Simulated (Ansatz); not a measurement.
**ZnSe: a line through a two-coordinate scan**

How does the energy of ZnSe (P4/nmm, No. 129; 4 atoms in the cell) vary with volume per atom at fixed shape, at shift of Se3 along [0 0 1] = 0.099 Å?

Computed with Ansatz 0.2.0 (DFT LDA, scalar-relativistic, plane waves, PAW, unless a step's input says otherwise).

15 further runs of the same task are left out: 15 set aside as unsound or not needed.

## 1. The starting structure

The structure is tetragonal, space group P4/nmm (No. 129). The conventional cell has a = 3.983 Å, b = 3.983 Å, c = 5.256 Å, α = 90.00°, β = 90.00°, γ = 90.00°. Zn (site symmetry -4m2) is surrounded by 4 Se at 2.48 Å and 4 Zn at 2.82 Å. Se (site symmetry 4mm) has 4 Zn at 2.48 Å as nearest neighbours.

Coordinates:

```cif
data_structure
_symmetry_space_group_name_H-M 'P4/nmm:1'
_symmetry_Int_Tables_number 129
_cell_length_a 3.9828
_cell_length_b 3.9828
_cell_length_c 5.2564
_cell_angle_alpha 90.000
_cell_angle_beta 90.000
_cell_angle_gamma 90.000
_cell_volume 83.38
loop_
_atom_site_label
_atom_site_type_symbol
_atom_site_symmetry_multiplicity
_atom_site_Wyckoff_symbol
_atom_site_fract_x
_atom_site_fract_y
_atom_site_fract_z
_atom_site_occupancy
Zn1 Zn 2 a 0.00000 0.00000 0.00000 1
Se1 Se 2 c 0.00000 0.50000 0.27967 1
```

It goes back to an entry of the Materials Project, which need not be the stable form.

This cell was relaxed beforehand with the same method: volume 20.85 Å³/atom, gap on the mesh 1.56 eV.

## 2. The scan

Atoms count from 1 in the order of the input.

The energy is mapped over a free internal coordinate and the cell.

First coordinate, shift of Se3 along [0 0 1], its symmetry partners moved as symmetry demands (measured in the relaxed cell): 7 values from −0.297 Å. Second coordinate, volume per atom at fixed shape: 7 values from 17.93 to 23.76 Å³.

Nothing else is relaxed (all other coordinates fixed). Energies count from the relaxed crystal. Points are written as (first, second).

## 3. Point (0.099 Å, 18.90 Å³)

input.yaml reads:

```yaml
crystal:
  lattice:
    - [3.8547617266, 0.0, 0.0]
    - [0.0, 3.8547617266, 0.0]
    - [0.0, 0.0, 5.0874920055]
  atoms:
    - { symbol: Zn, position: [0.0, 0.0, 0.0] }
    - { symbol: Zn, position: [0.5, 0.5, 0.0] }
    - { symbol: Se, position: [0.0, 0.5, 0.298499582] }
    - { symbol: Se, position: [0.5, 0.0, 0.701500418] }
basis:
  ecutwfc: 520.0
kpoints:
  mp_grid: { grid: [8, 8, 6] }
hamiltonian:
  xc: lda
scf:
  occupations: { method: gaussian, width: 0.05 }
output:
  forces: true
  stress: true
  eigenvalues: true
```

Run with:

```sh
> ansatz run input.yaml --threads 1 --pin off --max-ram 2048MiB --backend cpu --events-out ev --progress --plain --runs-dir out
```

Log, shortened:

```text
Warning: RAYON_NUM_THREADS=1 ignored (pool sized by the plan → 1); use --threads N
[...]
Pseudopotentials: kind: paw
Pseudopotential: Zn, paw, valence charge 12, recommended cutoff 420 eV (normal), Zn.paw.azcp
Pseudopotential: Se, paw, valence charge 16, recommended cutoff 420 eV (normal), Se.paw.azcp
Functional definition: SPW92
[...]
Crystal: 4 atoms, lattice volume = 75.596 Å³
Basis set: ecut = 520 eV, 2035 PW (Γ)
Bands: 34, of which v1, the nominal top of the filled ones, is band 28 counted from 1 (27 counted from 0)
Symmetry: 16 space group operations
Space group: P4/nmm (ITA 129), of the structure as read, at distance tolerance 4.2e-5 Å
k-points: 60 of 384
[...]
SCF iter   1: F=—  HF=-17260.898935 eV  |F-HF|=—  |Δ(HF+E_count)|=         —  Δρ=4.60e-3  dr2=1.47e-2  ethr=1.77e-3  ⟨swp⟩=6.2  Hψ=8838  notcnv=0
[...]
SCF iter   7: F=-17260.893705 eV  HF=-17260.893705 eV  |F-HF|=8.74e-9  |Δ(HF+E_count)|=   9.27e-8  Δρ=8.13e-6  dr2=4.61e-8  ethr=1.79e-10  ⟨swp⟩=7.3  Hψ=8669  notcnv=0
[...]
SCF converged after 7 iterations
Free energy (F): -17260.893705 eV
[...]
E sigma→0 (E₀):  -17260.893705 eV
Fermi energy:    10.160365 eV
[...]
--- Forces (eV/Å), atoms counted from 1 ---
  atom   1  Zn     0.00000000     0.00000000     0.00000000
  atom   2  Zn     0.00000000     0.00000000     0.00000000
  atom   3  Se    -0.00000000     0.00000000    -0.12048581
  atom   4  Se    -0.00000000     0.00000000     0.12048581
[...]
--- Stress (GPa, compression-positive) ---
        5.137662       0.000000       0.000000
        0.000000       5.137662       0.000000
        0.000000       0.000000       2.388271
  P = ⅓ Tr σ = 4.2212 GPa (42.212 kbar)
--- Band table (eV; the first three rows and the last of 60) ---
[...]
```

Wall time 11 s (1 thread of Intel Xeon Platinum 8259CL at 2.50GHz (Skylake/Cascade Lake), shared host); peak memory 0.49 GiB.

On the map this point reads 26 meV/atom.

## 4. Variant: spin_polarized true

input.yaml, as its differences from that of step 3:

```diff
@@ -20,3 +20,5 @@
   forces: true
+  eigenvalues: true
   stress: true
-  eigenvalues: true
+magnetization:
+  spin_polarized: true
```

Run with:

```sh
> ansatz run input.yaml --threads 1 --pin off --max-ram 2048MiB --backend cpu --events-out ev --progress --plain --runs-dir out
```

Log, shortened:

```text
Warning: RAYON_NUM_THREADS=1 ignored (pool sized by the plan → 1); use --threads N
[...]
Pseudopotentials: kind: paw
Pseudopotential: Zn, paw, valence charge 12, recommended cutoff 420 eV (normal), Zn.paw.azcp
Pseudopotential: Se, paw, valence charge 16, recommended cutoff 420 eV (normal), Se.paw.azcp
Functional definition: SPW92
[...]
Crystal: 4 atoms, lattice volume = 75.596 Å³
Basis set: ecut = 520 eV, 2035 PW (Γ)
Bands: 34, of which v1, the nominal top of the filled ones, is band 28 counted from 1 (27 counted from 0)
Symmetry: 16 space group operations
Space group: P4/nmm (ITA 129), of the structure as read, at distance tolerance 4.2e-5 Å
k-points: 60 of 384
[...]
SCF iter   1: F=—  HF=-17262.203980 eV  |F-HF|=—  |Δ(HF+E_count)|=         —  Δρ=3.00e-2 (↑3.00e-2 ↓3.00e-2)  dr2=4.29e0  dr2_m=0.00e0  M=0.000 μB ∫|m|=0.000 μB  β_m=0.30  ethr=3.10e-3  ⟨swp⟩=6.3  Hψ=8829  notcnv=0
[...]
SCF converged after 12 iterations
Magnetization: 0.0000 μB (28.0000 up, 28.0000 down)
Absolute magnetization: 0.0000 μB (∫|ρ↑−ρ↓|)
Spin contamination: 0.0000 ħ² per cell (⟨S²⟩ above its minimum at these occupations)
Per-site moments (μB) at R_I (Å): [(0.0, 1.0121800392937463), (0.0, 1.0121800392937463), (0.0, 1.0121800392937463), (0.0, 1.0121800392937466)]
Free energy (F): -17260.893705 eV
[...]
E sigma→0 (E₀):  -17260.893705 eV
Fermi energy:    10.160273 eV
[...]
--- Forces (eV/Å), atoms counted from 1 ---
  atom   1  Zn     0.00000000     0.00000000     0.00000000
  atom   2  Zn     0.00000000     0.00000000     0.00000000
  atom   3  Se    -0.00000000     0.00000000    -0.12055844
  atom   4  Se    -0.00000000     0.00000000     0.12055844
[...]
--- Stress (GPa, compression-positive) ---
        5.137554       0.000000       0.000000
        0.000000       5.137554       0.000000
        0.000000       0.000000       2.387834
  P = ⅓ Tr σ = 4.2210 GPa (42.210 kbar)
--- Band table (eV; the first three rows and the last of 120) ---
[...]
```

It took 17 s on 1 thread of Intel Xeon Platinum 8259CL at 2.50GHz (Skylake/Cascade Lake), shared host; peak memory 0.61 GiB.

| run | ending | energy change | pressure (GPa) | gap (eV) | force (eV/Å) | cycles | time |
| --- | --- | --- | --- | --- | --- | --- | --- |
| step 3 | converged | 0 | 4.2 | 1.39 | 0.12 | 7 | 11 s |
| variant | converged | 0.0 meV/atom | 4.2 | 1.39 | 0.12 | 12 | 17 s |

With the changed spin polarisation the energy stays within 0.5 meV/atom: no moment was seeded, so none could form, and both runs end non-magnetic.

## 5. The run at (0.099 Å, 19.87 Å³)

input.yaml, as its differences from that of step 3:

```diff
@@ -2,5 +2,5 @@
   lattice:
-    - [3.8547617266, 0.0, 0.0]
-    - [0.0, 3.8547617266, 0.0]
-    - [0.0, 0.0, 5.0874920055]
+    - [3.919810959, 0.0, 0.0]
+    - [0.0, 3.919810959, 0.0]
+    - [0.0, 0.0, 5.1733436024]
   atoms:
```

Run with:

```sh
> ansatz run input.yaml --threads 1 --pin off --max-ram 2048MiB --backend cpu --events-out ev --progress --plain --runs-dir out
```

Log, shortened:

```text
Warning: RAYON_NUM_THREADS=1 ignored (pool sized by the plan → 1); use --threads N
[...]
Pseudopotentials: kind: paw
Pseudopotential: Zn, paw, valence charge 12, recommended cutoff 420 eV (normal), Zn.paw.azcp
Pseudopotential: Se, paw, valence charge 16, recommended cutoff 420 eV (normal), Se.paw.azcp
Functional definition: SPW92
[...]
Crystal: 4 atoms, lattice volume = 79.488 Å³
Basis set: ecut = 520 eV, 2123 PW (Γ)
Bands: 34, of which v1, the nominal top of the filled ones, is band 28 counted from 1 (27 counted from 0)
Symmetry: 16 space group operations
Space group: P4/nmm (ITA 129), of the structure as read, at distance tolerance 4.3e-5 Å
k-points: 60 of 384
[...]
SCF iter   1: F=—  HF=-17260.946079 eV  |F-HF|=—  |Δ(HF+E_count)|=         —  Δρ=4.62e-3  dr2=1.49e-2  ethr=1.77e-3  ⟨swp⟩=6.2  Hψ=8759  notcnv=0
[...]
SCF iter   7: F=-17260.940808 eV  HF=-17260.940807 eV  |F-HF|=1.22e-8  |Δ(HF+E_count)|=   1.58e-7  Δρ=8.66e-6  dr2=5.36e-8  ethr=1.79e-10  ⟨swp⟩=5.9  Hψ=9111  notcnv=0
[...]
SCF converged after 7 iterations
Free energy (F): -17260.940808 eV
[...]
E sigma→0 (E₀):  -17260.940808 eV
Fermi energy:    9.289593 eV
[...]
--- Forces (eV/Å), atoms counted from 1 ---
  atom   1  Zn     0.00000000     0.00000000     0.00000000
  atom   2  Zn     0.00000000     0.00000000     0.00000000
  atom   3  Se     0.00000000     0.00000000    -0.60416488
  atom   4  Se     0.00000000     0.00000000     0.60416488
[...]
--- Stress (GPa, compression-positive) ---
        0.717295       0.000000       0.000000
        0.000000       0.717295       0.000000
        0.000000       0.000000      -1.868777
  P = ⅓ Tr σ = -0.1447 GPa (-1.447 kbar)
--- Band table (eV; the first three rows and the last of 60) ---
[...]
```

It took 13 s on 1 thread of Intel Xeon Platinum 8259CL at 2.50GHz (Skylake/Cascade Lake), shared host; peak memory 0.51 GiB.

That is 14 meV/atom from the zero.

## 6. Point (0.099 Å, 20.85 Å³)

input.yaml, as its differences from that of step 5:

```diff
@@ -2,5 +2,5 @@
   lattice:
-    - [3.919810959, 0.0, 0.0]
-    - [0.0, 3.919810959, 0.0]
-    - [0.0, 0.0, 5.1733436024]
+    - [3.9827722569, 0.0, 0.0]
+    - [0.0, 3.9827722569, 0.0]
+    - [0.0, 0.0, 5.2564395555]
   atoms:
```

Run with:

```sh
> ansatz run input.yaml --threads 1 --pin off --max-ram 2048MiB --backend cpu --events-out ev --progress --plain --runs-dir out
```

Log, shortened:

```text
[...]
SCF converged after 7 iterations
Free energy (F): -17260.895058 eV
[...]
E sigma→0 (E₀):  -17260.895058 eV
Fermi energy:    8.505709 eV
[...]
--- Forces (eV/Å), atoms counted from 1 ---
  atom   1  Zn     0.00000000     0.00000000     0.00000000
  atom   2  Zn     0.00000000     0.00000000    -0.00000000
  atom   3  Se     0.00000000     0.00000000    -1.00153976
  atom   4  Se     0.00000000     0.00000000     1.00153976
[...]
--- Stress (GPa, compression-positive) ---
       -2.650596       0.000000       0.000000
        0.000000      -2.650596       0.000000
        0.000000       0.000000      -5.111014
  P = ⅓ Tr σ = -3.4707 GPa (-34.707 kbar)
--- Band table (eV; the first three rows and the last of 60) ---
[...]
```

Wall time 13 s (1 thread of Intel Xeon Platinum 8259CL at 2.50GHz (Skylake/Cascade Lake), shared host); peak memory 0.51 GiB.

Energy on the map's scale: 25 meV/atom.

## 7. Point (0.099 Å, 21.82 Å³)

input.yaml, as its differences from that of step 6:

```diff
@@ -2,5 +2,5 @@
   lattice:
-    - [3.9827722569, 0.0, 0.0]
-    - [0.0, 3.9827722569, 0.0]
-    - [0.0, 0.0, 5.2564395555]
+    - [4.0437991417, 0.0, 0.0]
+    - [0.0, 4.0437991417, 0.0]
+    - [0.0, 0.0, 5.3369824815]
   atoms:
```

Run with:

```sh
> ansatz run input.yaml --threads 1 --pin off --max-ram 2048MiB --backend cpu --events-out ev --progress --plain --runs-dir out
```

Log, shortened:

```text
Warning: RAYON_NUM_THREADS=1 ignored (pool sized by the plan → 1); use --threads N
[...]
Pseudopotentials: kind: paw
Pseudopotential: Zn, paw, valence charge 12, recommended cutoff 420 eV (normal), Zn.paw.azcp
Pseudopotential: Se, paw, valence charge 16, recommended cutoff 420 eV (normal), Se.paw.azcp
Functional definition: SPW92
[...]
Crystal: 4 atoms, lattice volume = 87.272 Å³
Basis set: ecut = 520 eV, 2363 PW (Γ)
Bands: 34, of which v1, the nominal top of the filled ones, is band 28 counted from 1 (27 counted from 0)
Symmetry: 16 space group operations
Space group: P4/nmm (ITA 129), of the structure as read, at distance tolerance 4.4e-5 Å
k-points: 60 of 384
[...]
SCF iter   1: F=—  HF=-17260.783168 eV  |F-HF|=—  |Δ(HF+E_count)|=         —  Δρ=4.61e-3  dr2=1.37e-2  ethr=1.77e-3  ⟨swp⟩=6.2  Hψ=8718  notcnv=0
[...]
SCF iter   7: F=-17260.778597 eV  HF=-17260.778597 eV  |F-HF|=3.22e-9  |Δ(HF+E_count)|=   2.92e-7  Δρ=8.45e-6  dr2=7.44e-8  ethr=1.79e-10  ⟨swp⟩=5.8  Hψ=9024  notcnv=0
[...]
SCF converged after 7 iterations
Free energy (F): -17260.778597 eV
[...]
E sigma→0 (E₀):  -17260.778597 eV
Fermi energy:    7.797148 eV
[...]
--- Forces (eV/Å), atoms counted from 1 ---
  atom   1  Zn     0.00000000     0.00000000    -0.00000000
  atom   2  Zn    -0.00000000     0.00000000    -0.00000000
  atom   3  Se     0.00000000     0.00000000    -1.32898018
  atom   4  Se    -0.00000000     0.00000000     1.32898018
[...]
--- Stress (GPa, compression-positive) ---
       -5.215434       0.000000      -0.000000
        0.000000      -5.215434       0.000000
       -0.000000       0.000000      -7.575701
  P = ⅓ Tr σ = -6.0022 GPa (-60.022 kbar)
--- Band table (eV; the first three rows and the last of 60) ---
[...]
```

Run time: 13 s. Hardware: 1 thread of Intel Xeon Platinum 8259CL at 2.50GHz (Skylake/Cascade Lake), shared host; peak memory 0.52 GiB.

That is 54 meV/atom from the zero.

## 8. The run at (0.099 Å, 22.79 Å³)

input.yaml, as its differences from that of step 7:

```diff
@@ -2,5 +2,5 @@
   lattice:
-    - [4.0437991417, 0.0, 0.0]
-    - [0.0, 4.0437991417, 0.0]
-    - [0.0, 0.0, 5.3369824815]
+    - [4.1030397429, 0.0, 0.0]
+    - [0.0, 4.1030397429, 0.0]
+    - [0.0, 0.0, 5.4151678808]
   atoms:
```

Run with:

```sh
> ansatz run input.yaml --threads 1 --pin off --max-ram 2048MiB --backend cpu --events-out ev --progress --plain --runs-dir out
```

Log, shortened:

```text
[...]
SCF converged after 7 iterations
Free energy (F): -17260.608383 eV
[...]
E sigma→0 (E₀):  -17260.608383 eV
Fermi energy:    7.154002 eV
[...]
--- Forces (eV/Å), atoms counted from 1 ---
  atom   1  Zn     0.00000000     0.00000000    -0.00000000
  atom   2  Zn     0.00000000     0.00000000    -0.00000000
  atom   3  Se     0.00000000     0.00000000    -1.59933192
  atom   4  Se     0.00000000     0.00000000     1.59933192
[...]
--- Stress (GPa, compression-positive) ---
       -7.162862       0.000000       0.000000
        0.000000      -7.162862       0.000000
        0.000000       0.000000      -9.440404
  P = ⅓ Tr σ = -7.9220 GPa (-79.220 kbar)
--- Band table (eV; the first three rows and the last of 60) ---
[...]
```

Wall time 16 s (1 thread of Intel Xeon Platinum 8259CL at 2.50GHz (Skylake/Cascade Lake), shared host); peak memory 0.52 GiB.

That is 97 meV/atom from the zero.

## 9. Changing settings: mp_grid.grid [10, 10, 8], mixing.algorithm anderson, mixing.beta 0.2, mixing.ndim 16

input.yaml, as its differences from that of step 8:

```diff
@@ -13,3 +13,3 @@
 kpoints:
-  mp_grid: { grid: [8, 8, 6] }
+  mp_grid: { grid: [10, 10, 8] }
 hamiltonian:
@@ -18,5 +18,6 @@
   occupations: { method: gaussian, width: 0.05 }
+  mixing: { algorithm: anderson, beta: 0.2, ndim: 16 }
 output:
   forces: true
+  eigenvalues: true
   stress: true
-  eigenvalues: true
```

Run with:

```sh
> ansatz run input.yaml --threads 1 --pin off --max-ram 2048MiB --backend cpu --events-out ev --progress --plain --runs-dir out
```

Log, shortened:

```text
Warning: RAYON_NUM_THREADS=1 ignored (pool sized by the plan → 1); use --threads N
[...]
Pseudopotentials: kind: paw
Pseudopotential: Zn, paw, valence charge 12, recommended cutoff 420 eV (normal), Zn.paw.azcp
Pseudopotential: Se, paw, valence charge 16, recommended cutoff 420 eV (normal), Se.paw.azcp
Functional definition: SPW92
[...]
Crystal: 4 atoms, lattice volume = 91.164 Å³
Basis set: ecut = 520 eV, 2469 PW (Γ)
Bands: 34, of which v1, the nominal top of the filled ones, is band 28 counted from 1 (27 counted from 0)
Symmetry: 16 space group operations
Space group: P4/nmm (ITA 129), of the structure as read, at distance tolerance 4.5e-5 Å
k-points: 105 of 800
[...]
SCF iter   1: F=—  HF=-17260.613532 eV  |F-HF|=—  |Δ(HF+E_count)|=         —  Δρ=4.62e-3  dr2=1.39e-2  ethr=1.77e-3  ⟨swp⟩=6.2  Hψ=15295  notcnv=0
[...]
SCF iter   9: F=-17260.609049 eV  HF=-17260.609049 eV  |F-HF|=2.33e-8  |Δ(HF+E_count)|=   9.08e-8  Δρ=3.52e-6  dr2=2.47e-8  ethr=1.79e-10  ⟨swp⟩=6.3  Hψ=14102  notcnv=0
[...]
SCF converged after 9 iterations
Stability not checked: this state was not tested for a lower state beside it, because the mixer in use, unlike msr1, does not test its closes by its own steps (another_mixer; see scf.mixing.algorithm and scf.lower_state_search)
Free energy (F): -17260.609049 eV
[...]
E sigma→0 (E₀):  -17260.609049 eV
Fermi energy:    7.153658 eV
[...]
--- Forces (eV/Å), atoms counted from 1 ---
  atom   1  Zn     0.00000000     0.00000000     0.00000000
  atom   2  Zn     0.00000000     0.00000000     0.00000000
  atom   3  Se     0.00000000     0.00000000    -1.59819653
  atom   4  Se     0.00000000     0.00000000     1.59819653
[...]
--- Stress (GPa, compression-positive) ---
       -7.166589       0.000000       0.000000
        0.000000      -7.166589       0.000000
        0.000000       0.000000      -9.436645
  P = ⅓ Tr σ = -7.9233 GPa (-79.233 kbar)
--- Band table (eV; the first three rows and the last of 105) ---
[...]
```

Run time: 25 s. Hardware: 1 thread of Intel Xeon Platinum 8259CL at 2.50GHz (Skylake/Cascade Lake), shared host; peak memory 0.62 GiB.

| run | ending | energy change | pressure (GPa) | gap (eV) | force (eV/Å) | cycles | time |
| --- | --- | --- | --- | --- | --- | --- | --- |
| step 8 | converged | 0 | -7.9 | 1.02 | 1.60 | 7 | 16 s |
| variant | converged | -0.2 meV/atom | -7.9 | 1.02 | 1.60 | 9 | 25 s |

Changing the k-point mesh and mixing leaves the energy as it was (-0.2 meV/atom). Cost: 9 SCF cycles against 7, 25 s against 16 s.

## 10. The run at (0.099 Å, 23.76 Å³)

input.yaml, as its differences from that of step 8:

```diff
@@ -2,5 +2,5 @@
   lattice:
-    - [4.1030397429, 0.0, 0.0]
-    - [0.0, 4.1030397429, 0.0]
-    - [0.0, 0.0, 5.4151678808]
+    - [4.1605590088, 0.0, 0.0]
+    - [0.0, 4.1605590088, 0.0]
+    - [0.0, 0.0, 5.4910814719]
   atoms:
```

Run with:

```sh
> ansatz run input.yaml --threads 1 --pin off --max-ram 2048MiB --backend cpu --events-out ev --progress --plain --runs-dir out
```

Log, shortened:

```text
Warning: RAYON_NUM_THREADS=1 ignored (pool sized by the plan → 1); use --threads N
[...]
Pseudopotentials: kind: paw
Pseudopotential: Zn, paw, valence charge 12, recommended cutoff 420 eV (normal), Zn.paw.azcp
Pseudopotential: Se, paw, valence charge 16, recommended cutoff 420 eV (normal), Se.paw.azcp
Functional definition: SPW92
[...]
Crystal: 4 atoms, lattice volume = 95.052 Å³
Basis set: ecut = 520 eV, 2557 PW (Γ)
Bands: 34, of which v1, the nominal top of the filled ones, is band 28 counted from 1 (27 counted from 0)
Symmetry: 16 space group operations
Space group: P4/nmm (ITA 129), of the structure as read, at distance tolerance 4.6e-5 Å
k-points: 60 of 384
[...]
SCF iter   1: F=—  HF=-17260.402035 eV  |F-HF|=—  |Δ(HF+E_count)|=         —  Δρ=4.59e-3  dr2=1.38e-2  ethr=1.77e-3  ⟨swp⟩=6.2  Hψ=8700  notcnv=0
[...]
SCF iter   7: F=-17260.397769 eV  HF=-17260.397769 eV  |F-HF|=3.24e-9  |Δ(HF+E_count)|=   5.28e-7  Δρ=8.33e-6  dr2=9.72e-8  ethr=1.79e-10  ⟨swp⟩=5.8  Hψ=9550  notcnv=0
[...]
SCF converged after 7 iterations
Free energy (F): -17260.397769 eV
[...]
E sigma→0 (E₀):  -17260.397769 eV
Fermi energy:    6.568625 eV
[...]
--- Forces (eV/Å), atoms counted from 1 ---
  atom   1  Zn     0.00000000     0.00000000     0.00000000
  atom   2  Zn     0.00000000     0.00000000     0.00000000
  atom   3  Se     0.00000000     0.00000000    -1.82246122
  atom   4  Se     0.00000000     0.00000000     1.82246122
[...]
--- Stress (GPa, compression-positive) ---
       -8.630531       0.000000       0.000000
        0.000000      -8.630531       0.000000
        0.000000       0.000000     -10.837484
  P = ⅓ Tr σ = -9.3662 GPa (-93.662 kbar)
--- Band table (eV; the first three rows and the last of 60) ---
[...]
```

Run time: 15 s. Hardware: 1 thread of Intel Xeon Platinum 8259CL at 2.50GHz (Skylake/Cascade Lake), shared host; peak memory 0.54 GiB.

On the map this point reads 150 meV/atom.

## 11. Results

| volume per atom at fixed shape (Å³) | step | energy (meV/atom) | slope (meV/atom per Å³) | pressure (GPa) | band gap on the k-mesh (eV) | largest force on an atom (eV/Å) |
| --- | --- | --- | --- | --- | --- | --- |
| 17.93 | – | 68 | −62 | 10.0 | 1.52 | 0.47 |
| 18.90 | 3 | 26 | −26 | 4.2 | 1.39 | 0.12 |
| 19.87 | 5 | 14 | 1 | −0.1 | 1.27 | 0.60 |
| 20.85 | 6 | 25 | 22 | −3.5 | 1.18 | 1.00 |
| 21.82 | 7 | 54 | 37 | −6.0 | 1.09 | 1.33 |
| 22.79 | 8 | 97 | 49 | −7.9 | 1.02 | 1.60 |
| 23.76 | 10 | 150 | 58 | −9.4 | 0.95 | 1.82 |

Energies count from the relaxed crystal. Rows without a step come from runs not printed here or follow by symmetry. Slopes come from the forces (and the stress, where the cell changes), not from differences of energies.

```
                                                                                                                   run        outcome
                                                                 step 4, run with spin_polarized true (against step 3)   0.0 meV/atom
step 9, run with mp_grid.grid [10, 10, 8], mixing.algorithm anderson, mixing.beta 0.2, mixing.ndim 16 (against step 8)  -0.2 meV/atom
```

What this shows: The lowest point of the line is at 19.87 Å³, 14 meV/atom from the zero. Energies and slopes round the minimum, fitted together, put the minimum at 19.833 Å³, with a curvature of about 25 meV/atom per (Å³)². V·d²E/dV² there is about 78 GPa, a bulk modulus under this line's constraint. The well is lopsided: two grid steps out, the energy rises by 54 meV/atom towards smaller values and 41 meV/atom towards larger ones. The highest point computed, at 23.76 Å³, lies 136 meV/atom above the lowest. This is one cut through a surface in two coordinates; the map's lowest point lies off it.

The gaps are Kohn-Sham values of a semilocal functional, not quasiparticle or optical gaps. Such gaps usually fall short of the measured ones.
